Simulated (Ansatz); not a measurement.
GeTe (alpha-GeTe type, space group R3m)

```xyz
2
Lattice="2.0937 1.2088 3.6873 -2.0937 1.2088 3.6873 0.0000 -2.4176 3.6873" Properties=species:S:1:pos:R:3 pbc="T T T"
Ge     0.0000     0.0000     2.5645
Te     0.0000     0.0000     8.4975
```

Equation-of-state scan: isotropic scaling of the cell above, V₀ being its volume. The atoms relax within the cell's symmetry.

All values below come from r2SCAN (plane waves to 500 eV, PAW, scalar-relativistic; Ansatz, an electronic-structure program). k mesh 10×10×10 (Γ-centred), Fermi-Dirac smearing 0.05 eV. The energy includes the smearing's −TS. With the shape held, the modulus is that of even scaling; a crystal free to change shape is softer. GeTe was relaxed with its symmetry unable to fall. Spin-orbit coupling is left out, though Te is heavy. The PAW data are Ansatz's earlier set. ΔE is measured from the relaxed starting cell. The last digit holds for this mesh only.

```tsv
V (Å³/atom)	ΔE (meV/atom)
23.518	111.4
24.414	67.0
25.310	35.3
26.206	14.7
27.102	3.4
27.998	0.0
28.893	3.1
29.789	11.5
30.685	24.5
31.581	41.2
32.477	61.0
```

Task: What is the fitted pressure derivative B₀′?

Result: 4.5.

Task: What bulk modulus at fixed cell shape B₀ follows from a third-order Birch-Murnaghan fit?

Result: 36.0 GPa. Check by three points about V = 27.998 Å³/atom, step 1.792: d²E/dV² ≈ (15 − 2·0 + 12) meV / 1.792² = 0.00841 eV/Å⁶, and V·d²E/dV² × 160.2 = 37.7 GPa.

(Under strain, the slope of the energy per volume gives the stress and its curvature an elastic modulus.)
